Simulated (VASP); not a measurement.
# CaH (P4/mmm) in VASP: optical spectrum with r2SCAN0

Aim: the optical spectrum of CaH with r2SCAN0.

All numbers are computed with VASP 6.6.1; they aren't measurements. Logs are shortened: lines on timing, memory, paths and dates and some standing lists are left out, and cuts for length are marked.

### 1 The undisturbed crystal

Symmetry: P4/mmm, No. 123, tetragonal system. The conventional cell has a = 3.227 Å, b = 3.227 Å, c = 7.631 Å, α = 90.00°, β = 90.00°, γ = 90.00°. Around Ca (site symmetry 4/mmm) lie 4 Ca at 3.23 Å and 8 H at 3.52 Å. Ca (site symmetry 4/mmm) has 8 H at 2.55 Å as nearest neighbours. H (site symmetry 4mm) has 1 H at 2.28 Å and 4 Ca at 2.55 Å as nearest neighbours.

The cell was built by a generator and needn't be a form met in nature.

### 2 Optical spectrum, r2SCAN0 (volume scaled by 0.92)

POSCAR

```
CaH
1.0
    3.1386511270      0.0000000000      0.0000000000
    0.0000000000      3.1386511270      0.0000000000
    0.0000000000      0.0000000000      7.4216113633
Ca H
2 2
Direct
    0.5000000000      0.5000000000      0.0000000000
    0.5000000000      0.5000000000      0.5000000000
    0.0000000000      0.0000000000      0.6492100000
    0.0000000000      0.0000000000      0.3507900000
```

INCAR.step1

```
PREC = Accurate
ENCUT = 520
EDIFF = 1E-5
ISMEAR = 0
SIGMA = 0.1
LREAL = F
LASPH = T
NELM = 60
ALGO = Normal
ISIF = 2
LWAVE = T
LCHARG = F
NBANDS = 43
GGA = PE
```

INCAR.step2

```
PREC = Accurate
ENCUT = 520
EDIFF = 1E-6
ISMEAR = 0
SIGMA = 0.1
LREAL = F
LASPH = T
NELM = 60
ALGO = Normal
ISIF = 2
LWAVE = F
LCHARG = F
METAGGA = R2SCAN
LHFCALC = T
AEXX = 0.25
LMIXTAU = T
PRECFOCK = Normal
LOPTICS = T
NBANDS = 43
NEDOS = 2000
CSHIFT = 0.1
ISTART = 1
```

KPOINTS

```
Automatic mesh
0
Gamma
  5 5 3
```

Potentials or basis: VASP PAW PBE potentials, release 64 (Ca_sv, H).

Command:

```
$ cat potpaw_PBE.64/Ca_sv/POTCAR potpaw_PBE.64/H/POTCAR > POTCAR
$ cp INCAR.step1 INCAR
$ mpirun -np 1 vasp_std > vasp.out
$ cp INCAR.step2 INCAR
$ mpirun -np 1 vasp_std > vasp.out
```

OUTCAR:

```text
PREC = Accurate
   ENCUT = 520
   EDIFF = 1E-6
   ISMEAR = 0
   LREAL = F
   LASPH = T
   NELM = 60
   ISIF = 2
   METAGGA = R2SCAN
   LHFCALC = T
   AEXX = 0.25
   PRECFOCK = Normal
   ISTART = 1

 ion  position               nearest neighbor table
   1  0.500  0.500  0.000-
   2  0.500  0.500  0.500-
   3  0.000  0.000  0.649-
   4  0.000  0.000  0.351-

  LATTYP: Found a simple tetragonal cell.
 ALAT       =     3.1386511270
 C/A-ratio  =     2.3645862707

  Lattice vectors:

 A1 = (   3.1386511270,   0.0000000000,   0.0000000000)
 A2 = (   0.0000000000,   3.1386511270,   0.0000000000)
 A3 = (   0.0000000000,   0.0000000000,   7.4216113633)

Analysis of symmetry for initial positions (statically):
=====================================================================
 Subroutine PRICEL returns:
 Original cell was already a primitive cell.

 Routine SETGRP: Setting up the symmetry group for a
 simple tetragonal supercell.

 Subroutine GETGRP returns: Found 16 space group operations
 (whereof 16 operations were pure point group operations)
 out of a pool of 16 trial point group operations.

The static configuration has the point symmetry D_4h.

Analysis of symmetry for dynamics (positions and initial velocities):
=====================================================================
 Subroutine PRICEL returns:
 Original cell was already a primitive cell.

 Routine SETGRP: Setting up the symmetry group for a
 simple tetragonal supercell.

 Subroutine GETGRP returns: Found 16 space group operations
 (whereof 16 operations were pure point group operations)
 out of a pool of 16 trial point group operations.

The dynamic configuration has the point symmetry D_4h.

 Subroutine INISYM returns: Found 16 space group operations
 (whereof 16 operations are pure point group operations),
 and found     1 'primitive' translations

----------------------------------------------------------------------------------------

                                     Primitive cell

  volume of cell :      73.1113

  direct lattice vectors                    reciprocal lattice vectors
     3.138651127  0.000000000  0.000000000     0.318608204  0.000000000  0.000000000
     0.000000000  3.138651127  0.000000000     0.000000000  0.318608204  0.000000000
     0.000000000  0.000000000  7.421611363     0.000000000  0.000000000  0.134741628

  length of vectors
     3.138651127  3.138651127  7.421611363     0.318608204  0.318608204  0.134741628

  position of ions in fractional coordinates (direct lattice)
     0.500000000  0.500000000  0.000000000
     0.500000000  0.500000000  0.500000000
     0.000000000  0.000000000  0.649210000
     0.000000000  0.000000000  0.350790000

  ion indices of the primitive-cell ions
   primitive index   ion index
                 1           1
                 2           2
                 3           3
                 4           4

----------------------------------------------------------------------------------------

 KPOINTS: Automatic mesh

[... 79 lines left out ...]
   METAGGA = R2SCAN    functional components
   LHFCALC =     T    Hartree Fock is set to
   PRECFOCK=normal    Normal, Fast or Accurate (Low or Medium for compatibility)
   ENCUT4O =  -1.0   cutoff for four orbital integrals eV
   NKREDX  =     1    reduce k-point grid by
   NKREDY  =     1    reduce k-point grid by
   NKREDZ  =     1    reduce k-point grid by
   AEXX    =    0.2500 exact exchange contribution
   HFSCREEN=    0.0000 screening length (either q_TF or 0.3 A-1)
   HFSCREENC=   0.0000 screening length for correlation (either q_TF or 0.3 A-1)
   ENCUTFOCK=  -1.0 apply spherical cutoff to Coloumb kernel
   IVDW    =     0    specifies the selected vdW correction
   LEPSILON=     F    determine dielectric tensor
   LRPA    =     F    only Hartree local field effects (RPA)
 non-spin polarized calculation
 Gauss-broadening in eV      SIGMA  =   0.10
  energy-cutoff  :      520.00
  volume of cell :       73.11
 maximum number of plane-waves:      1982
 NGX is ok and might be reduce to    24
  NGX = 18; NGY = 18; NGZ = 42

 number of electron      21.9999998 magnetization

 Free energy of the ion-electron system (eV)
  ---------------------------------------------------
  ext. energy  EPLUGINS =         0.00000000
  ---------------------------------------------------
  free energy    TOTEN  =       -18.87537106 eV

  energy without entropy =      -18.87537106  energy(sigma->0) =      -18.87537106

 E-fermi :   3.4855     XC(G=0):  -7.0447

 val. band max:        3.0498123940   @ k =   0.4000   0.2000   0.3333
 cond. band min:       3.9245002835   @ k =   0.4000   0.0000   0.3333
 fundamental gap:      0.8746878895
 Fermi energy:         3.4855200930

 k-point     1 :       0.0000    0.0000    0.0000
  band No.  band energies     occupation
      1     -44.2705      2.00000
      2     -43.9751      2.00000
      3     -23.2516      2.00000
      4     -22.9714      2.00000
      5     -22.9523      2.00000
      6     -22.9523      2.00000
[... 301 lines left out ...]
     22       9.8461      0.00000
     23      11.5309      0.00000
 [bands above 23 left out]

------------------------ aborting loop because EDIFF is reached ----------------------------------------

  FORCE on cell =-STRESS in cart. coord.  units (eV):
  Direction    XX          YY          ZZ          XY          YZ          ZX
  --------------------------------------------------------------------------------------
  -------------------------------------------------------------------------------------
  Total        1.1769122      1.1769122      1.3189905      0.0000000      0.0000000      0.0000000
  in kB       25.7911285     25.7911285     28.9046662      0.0000000      0.0000000      0.0000000
  external PRESSURE =      26.8289744 kB  Pullay stress =       0.0000000 kB

 VOLUME and BASIS-vectors are now :
 -----------------------------------------------------------------------------
  energy-cutoff  :      520.00
  volume of cell :       73.11
      direct lattice vectors                 reciprocal lattice vectors
     3.138651127  0.000000000  0.000000000     0.318608204  0.000000000  0.000000000
     0.000000000  3.138651127  0.000000000     0.000000000  0.318608204  0.000000000
     0.000000000  0.000000000  7.421611363     0.000000000  0.000000000  0.134741628

 POSITION                                       TOTAL-FORCE (eV/Angst)
 -----------------------------------------------------------------------------------
      1.56933      1.56933      0.00000         0.000000      0.000000     -0.000000
      1.56933      1.56933      3.71081         0.000000      0.000000     -0.000000
      0.00000      0.00000      4.81818        -0.000000     -0.000000     -0.024837
      0.00000      0.00000      2.60343         0.000000      0.000000      0.024837
 -----------------------------------------------------------------------------------
    total drift:                                0.000000      0.000000      0.000000

  FREE ENERGIE OF THE ION-ELECTRON SYSTEM (eV)
  ---------------------------------------------------
  free  energy   TOTEN  =       -18.8753710581 eV

  energy  without entropy=      -18.8753710580  energy(sigma->0) =      -18.87537106

 electrical conductivity sigma (Mega S m-1) (frequency dependency in vasprun.xml)
  --------------------------------------------------------------------------------------
       0.000       0.000       0.000
       0.000       0.000       0.000
       0.000       0.000       0.000

  frequency dependent IMAGINARY DIELECTRIC FUNCTION (independent particle, no local field effects) density-density
     E(ev)      X         Y         Z        XY        YZ        ZX
  --------------------------------------------------------------------------------------------------------------
     0.00000     0.00000     0.00000     0.00000     0.00000     0.00000     0.00000
     0.90712     1.56832     1.56832     0.38577    -0.00000    -0.00000    -0.00000
     1.81423    15.67837    15.67837     2.07993    -0.00000    -0.00000    -0.00000
     2.72135     3.18629     3.18629    10.99766    -0.00000    -0.00000    -0.00000
     3.62847     3.62642     3.62642     1.91442    -0.00000    -0.00000    -0.00000
     4.53558     1.95367     1.95367     0.93050    -0.00000    -0.00000     0.00000
[... 92 lines left out ...]
    88.89741     0.00013     0.00013     0.00013    -0.00000     0.00000    -0.00000
    89.80453     0.00012     0.00012     0.00012    -0.00000     0.00000    -0.00000

  frequency dependent      REAL DIELECTRIC FUNCTION (independent particle, no local field effects) density-density
     E(ev)        X           Y           Z          XY          YZ          ZX
  --------------------------------------------------------------------------------------------------------------
     0.00000    12.58408    12.58408     6.54505    -0.00000    -0.00000    -0.00000
     0.90712    16.94337    16.94337     7.70016    -0.00000    -0.00000    -0.00000
     1.81423     6.13179     6.13179     7.35409    -0.00000    -0.00000     0.00000
     2.72135    -2.58133    -2.58133     1.47148    -0.00000     0.00000     0.00000
     3.62847     2.43152     2.43152    -2.04571    -0.00000     0.00000     0.00000
     4.53558     1.66640     1.66640     0.84914    -0.00000    -0.00000    -0.00000
[... 92 lines left out ...]
    88.89741     0.94909     0.94909     0.95038    -0.00000     0.00000     0.00000
    89.80453     0.95023     0.95023     0.95151    -0.00000     0.00000     0.00000

  frequency dependent IMAGINARY DIELECTRIC FUNCTION (independent particle, no local field effects) current-current
     E(ev)      X         Y         Z        XY        YZ        ZX
  --------------------------------------------------------------------------------------------------------------
     0.00000    51.39547    51.39547    24.54132    -0.00000    -0.00000     0.00000
     0.90712     5.15994     5.15994     1.88030    -0.00000    -0.00000     0.00000
     1.81423    16.39160    16.39160     2.81531    -0.00000     0.00000     0.00000
     2.72135     2.87228     2.87228    10.88004    -0.00000    -0.00000    -0.00000
     3.62847     3.73522     3.73522     1.73596    -0.00000    -0.00000    -0.00000
     4.53558     1.97988     1.97988     0.92512    -0.00000    -0.00000    -0.00000
[... 92 lines left out ...]
    88.89741     0.00001     0.00001     0.00001     0.00000     0.00000    -0.00000
    89.80453     0.00001     0.00001     0.00001     0.00000     0.00000    -0.00000

  frequency dependent      REAL DIELECTRIC FUNCTION (independent particle, no local field effects) current-current
     E(ev)        X           Y           Z          XY          YZ          ZX
  --------------------------------------------------------------------------------------------------------------
     0.00000    12.50259    12.50259     6.52190     0.00000    -0.00000     0.00000
     0.90712    16.73341    16.73341     7.64863     0.00000    -0.00000     0.00000
     1.81423     4.33396     4.33396     7.20042     0.00000     0.00000     0.00000
     2.72135    -2.78115    -2.78115     0.58978     0.00000    -0.00000    -0.00000
     3.62847     2.22192     2.22192    -2.13595     0.00000     0.00000    -0.00000
     4.53558     1.58282     1.58282     0.80830    -0.00000    -0.00000    -0.00000
[... 92 lines left out ...]
    88.89741     0.94910     0.94910     0.95039    -0.00000     0.00000     0.00000
    89.80453     0.95024     0.95024     0.95151    -0.00000     0.00000     0.00000
```

Run time: 32 min. Hardware: 1 thread of Intel Xeon 6975P-C (Granite Rapids), shared host; peak memory 0.22 GiB.

What came out:

```
Free energy            : -18.8754 eV
Pressure               : 2.7 GPa
Largest force          : 0.025 eV/Å
Band gap on the k mesh : 0.87 eV, indirect (least direct gap 1.43 eV)
```

Forces in eV/Å, atoms in the order of the input:
```
Ca   0.000  0.000  0.000
Ca   0.000  0.000  0.000
H    0.000  0.000 -0.025
H    0.000  0.000  0.025
```

Dielectric function (mean over the directions given):
```
energy (eV)  real part  imaginary part
       0.27      10.78            0.16
       0.73      12.35            0.65
       1.27      21.22            9.22
       1.72       5.44            9.37
       2.27      -3.67            7.26
       2.72      -1.23            5.79
       3.27      -1.56            3.65
       3.72       0.52            3.43
       4.26       0.75            1.51
       4.81       2.26            1.46
       5.26       2.83            2.49
       5.81       1.86            2.66
       6.26       0.61            2.70
       6.80       1.40            2.30
       7.26      -0.34            2.50
       7.80      -0.28            2.38
       8.35       0.04            2.24
       8.80       0.04            1.27
       9.34       0.87            1.32
       9.80       0.39            1.22
      10.34       0.51            0.83
      10.79       0.83            1.62
      11.34      -0.02            1.43
      11.79       0.02            1.16
      12.34       0.07            0.72
      12.88       0.50            0.54
      13.33       0.38            0.32
      13.88       0.64            0.63
      14.33       0.46            0.64
      14.88       0.42            0.34
      15.33       0.66            0.21
      15.87       0.57            0.32
      16.42       0.65            0.23
      16.87       0.77            0.22
      17.42       0.72            0.18
      17.87       0.75            0.14
      18.41       0.83            0.10
      18.87       0.92            0.09
      19.41       0.95            0.08
      19.96       1.00            0.09
```

Caveat: spectra need much finer meshes, so this one isn't converged; independent-particle spectra lack excitons; the PAW data sets were made with another functional, which shifts forces and pressure a little; an odd mesh through Γ misses points on the zone boundary, where band edges often lie.
